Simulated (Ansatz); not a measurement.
Computed properties of Y

```
Y
1.0
     3.26580    0.00000    0.00000
     0.00000    3.26580    0.00000
     0.00000    0.00000    3.26580
Y
1
Direct
  0.00000 0.00000 0.00000
```

Conventional cell: a = 3.266 Å, b = 3.266 Å, c = 3.266 Å, α = 90.00°, β = 90.00°, γ = 90.00°. Y (atom 1) is surrounded by 6 Y at 3.27 Å.

The cell was built from the sc type and relaxed in the same program, and has space group Pm-3m; it needn't be a known or the stable phase.

Spin polarisation is left out, and whether a magnetic state lies lower isn't shown here.

Computed with DFT, PBE, all-electron LAPW, scalar-relativistic (Ansatz 0.2.0).

Settings: a Γ-centred 11×11×11 k mesh, Fermi–Dirac smearing of 0.08 eV, basis error target 1 meV/atom, no spin polarisation.

```
Volume per atom       : 34.83 Å³
Pressure at this cell : 0.1 kbar
```

Q: Predict this quantity. Density of states at the Fermi level (0.2 eV bin).

A: 3.09 states/eV per cell.

Q: Give the computed value. Band gap.

A: none: with an odd electron count and no spin polarisation the bands can't all be full, a metal in this set-up (spin order or a larger cell could open a gap).
